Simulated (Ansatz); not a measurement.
CuO:

```xyz
4
Lattice="0.1896 -2.1723 -2.0431 -2.0197 0.1063 -1.9598 2.3832 2.2858 -4.3894" Properties=species:S:1:pos:R:3 pbc="T T T"
Cu    0.1715    0.1749   -4.1029
Cu   -1.7484   -1.9559   -4.0297
O     0.4097    0.0276   -6.3425
O     0.1667    0.0172   -2.1166
```

The cell comes from a database or a generator and needn't be the stable form of this composition.

Base run:

| Quantity | Value |
| --- | --- |
| Program | Ansatz 0.2.0 |
| Functional | PBE |
| Potentials or basis | Ansatz PAW |
| Cutoff | 420 eV (not typed: the program's choice for these potentials) |
| k mesh | 10 × 10 × 5 |
| Occupations | fermi-dirac, width 0.05 eV |
| Spin | no spin polarisation |
| Hubbard terms | Cu d U = 5.3 eV |

Its results: band gap on the k mesh none (metal or under the smearing width); pressure -0.5 GPa; largest force 1.643 eV/Å.

Problem. The run is repeated on the same cell with these changes: functional from PBE to PBEsol; hubbard terms from Cu d U = 5.3 eV to Cu d U = 4.5 eV. What comes out?

Solution. Band gap on the k mesh none (metal or under the smearing width); pressure -9.5 GPa; largest force 1.535 eV/Å.

Several settings changed at once, so the effect can't be laid on one alone.

Caveats: the run has no spin polarisation, though such a crystal can be magnetic; U without spin polarisation on a metal has little footing; forces of over 1 eV/Å show positions far from the minimum, so gaps and moduli don't describe the material at rest; the PAW data sets come from PBE, with cores solved anew for the run's functional, which leaves a small shift of forces and pressure (some runs).
